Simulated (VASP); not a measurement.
Write the native input for VASP 6.6.1 that does the following.

```
Task                   : band structure
Functional             : LAK
Potentials or basis    : VASP PAW PBE potentials, release 64 (Ti_sv, O)
Cutoff                 : 520 eV
k mesh                 : 7 × 5 × 3
Occupations            : fermi-dirac, width 0.05 eV
Spin                   : no spin polarisation
Further INCAR settings : ALGO = Normal; EDIFF = 1e-06; NBANDS = 46
```

The structure of TiO2 lies in POSCAR:

```
TiO2
1.0
    2.9682645463      0.0000000000      0.0000000000
    0.0002080834      4.7076067549      0.0000000000
    1.4835696211      0.2423534620      7.0834647979
Ti O
3 6
Direct
    0.0033718700      0.0003888100      0.0007031900
    0.3446402100      0.4802596500      0.3169598700
    0.6617081400      0.5204743600      0.6844963600
    0.4400381600      0.1854376900      0.1285388000
    0.7779263400      0.2977287500      0.4518780700
    0.1012362400      0.3089534200      0.8062432200
    0.9064972100      0.6918369900      0.1951715700
    0.2294071500      0.7030072800      0.5495147300
    0.5680256700      0.8153000600      0.8728271800
```

The cell comes from a database or a generator and needn't be the stable form of this composition.

One way to write it, as run:

INCAR

```
SYSTEM = TiO2
PREC = Accurate
ENCUT = 520
EDIFF = 1E-6
ISMEAR = -1
SIGMA = 0.05
LREAL = .FALSE.
LASPH = .TRUE.
NELM = 60
ALGO = Normal
ISIF = 2
LWAVE = .FALSE.
LCHARG = .FALSE.
LMAXMIX = 4
METAGGA = LAK
LMIXTAU = .TRUE.
NBANDS = 46
```

KPOINTS

```
regular mesh
0
G
  7 5 3
  0 0 0
```

KPOINTS_OPT

```
path XGY,LGZ,NGM,RG
20
line-mode
reciprocal
 0.0000000000  0.0000000000  0.5000000000  X
 0.0000000000  0.0000000000  0.0000000000  G

 0.0000000000  0.0000000000  0.0000000000  G
 0.0000000000  0.5000000000  0.0000000000  Y

 0.0000000000  0.5000000000  0.5000000000  L
 0.0000000000  0.0000000000  0.0000000000  G

 0.0000000000  0.0000000000  0.0000000000  G
-0.5000000000 -0.5000000000 -0.5000000000  Z

-0.5000000000 -0.5000000000  0.0000000000  N
 0.0000000000  0.0000000000  0.0000000000  G

 0.0000000000  0.0000000000  0.0000000000  G
-0.5000000000  0.0000000000 -0.5000000000  M

-0.5000000000  0.0000000000  0.0000000000  R
 0.0000000000  0.0000000000  0.0000000000  G
```

Potentials or basis: VASP PAW PBE potentials, release 64 (Ti_sv, O).

The run is started by

```sh
$ cat potpaw_PBE.64/Ti_sv/POTCAR potpaw_PBE.64/O/POTCAR > POTCAR
$ mpirun -np 1 vasp_std > vasp.out
```

Results of the run:

```
Pressure                : 5.2 GPa
Largest force           : 0.204 eV/Å
Band gap on the k mesh  : 2.83 eV, indirect (least direct gap 2.85 eV)
Band gap along the path : 2.79 eV, indirect (least direct gap 2.83 eV)
```

Caveat: the PAW data sets were made with another functional, which shifts forces and pressure a little.

Wall time 26 min on 1 thread of AMD EPYC 9R45 96-Core Processor (Zen 5), with other jobs on the host, peak memory 0.4 GiB.
